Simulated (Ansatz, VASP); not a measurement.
**One calculation of MgSe, two programs**

The input INCAR:

```
SYSTEM = MgSe
PREC = Accurate ; ENCUT = 520
EDIFF = 1E-6 ; ISMEAR = -1
SIGMA = 0.01 ; LREAL = .FALSE.
LASPH = .TRUE. ; NELM = 80
ALGO = Normal ; ISIF = 2
LWAVE = .FALSE. ; LCHARG = .TRUE.
GGA = CA ; LELF = .TRUE.
LVHAR = .TRUE. ; NBANDS = 11
```

KPOINTS

```
regular mesh
0
G
  10 10 10
  0 0 0
```

POSCAR

```
MgSe
1.0
    0.0000000000      2.7337235204      2.7337235204
    2.7337235204      0.0000000000      2.7337235204
    2.7337235204      2.7337235204      0.0000000000
Mg Se
1 1
Direct
    0.0000000000      0.0000000000      0.0000000000
    0.5000000000      0.5000000000      0.5000000000
```

Input for Ansatz:

```yaml
crystal:
  lattice:
    - [0.0, 2.7337235204, 2.7337235204]
    - [2.7337235204, 0.0, 2.7337235204]
    - [2.7337235204, 2.7337235204, 0.0]
  atoms:
    - { symbol: Mg, position: [0.0, 0.0, 0.0] }
    - { symbol: Se, position: [0.5, 0.5, 0.5] }
kpoints:
  mp_grid: { grid: [10, 10, 10] }
  band_path:
    path:
      - [0.0, 0.0, 0.0]
      - [0.5, 0.0, 0.5]
      - [0.625, 0.25, 0.625]
      - [0.375, 0.375, 0.75]
      - [0.0, 0.0, 0.0]
      - [0.5, 0.5, 0.5]
      - [0.5, 0.25, 0.75]
      - [0.5, 0.0, 0.5]
    npoints: 5
scf:
  occupations: { method: fermi_dirac, width: 0.01 }
hamiltonian:
  xc: lda
  pseudopotentials: { kind: all_electron, lapw: { basis_error: 0.001 } }
output:
  forces: true
  stress: true
  eigenvalues: true
```

Alike in both runs: task single point; functional LDA; k mesh 10 × 10 × 10; occupations fermi-dirac, width 0.01 eV; no spin polarisation.

```csv
,VASP,Ansatz
version,VASP 6.6.1,Ansatz 0.2.0
potentials or method,"VASP PAW LDA potentials, release 64 (Mg, Se)","all-electron LAPW, scalar-relativistic"
plane-wave cutoff (eV),520,see its input
```

|  | VASP | Ansatz | Ansatz less VASP |
| --- | --- | --- | --- |
| gap on the k mesh at the Fermi level (eV) | 1.63 | 1.65 | +0.014 |
| pressure (GPa) | -3.0 | -2.6 | +0.32 |

Ansatz ran all-electron here, so the differences hold the error of VASP's frozen core and of both bases.

A k mesh can miss the band edges.
